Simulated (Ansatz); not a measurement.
MoS2:

```xyz
3
Lattice="1.5800 0.9122 6.1500 -1.5800 0.9122 6.1500 0.0000 -1.8244 6.1500" Properties=species:S:1:pos:R:3 pbc="T T T"
Mo    0.0000    0.0000    0.0000
S     0.0000    0.0000    7.6936
S     0.0000    0.0000    4.6125
```

Measurements of this composition are mostly on another form, of space group No. 194.

Base run:

```yaml
Program: Ansatz 0.2.0
Functional: PBE0
Potentials_or_basis: Ansatz PAW
Cutoff: "420 eV (not typed: the program's choice for these potentials)"
k_mesh: 6 × 6 × 6
Occupations: fermi-dirac, width 0.05 eV
Spin: no spin polarisation
```

Its results: band gap on the k mesh 2.03 eV, indirect (least direct gap 2.84 eV); pressure 0.5 GPa; largest force 0.095 eV/Å.

Q: The run is repeated on the same cell with these changes: functional from PBE0 to HSE06. What comes out?

A: Band gap on the k mesh 1.38 eV, indirect (least direct gap 2.17 eV); pressure 0.6 GPa; largest force 0.094 eV/Å.

Caveats: the PAW data sets come from PBE, with cores solved anew for the run's functional, which leaves a small shift of forces and pressure; the thresholds are loose for stress.
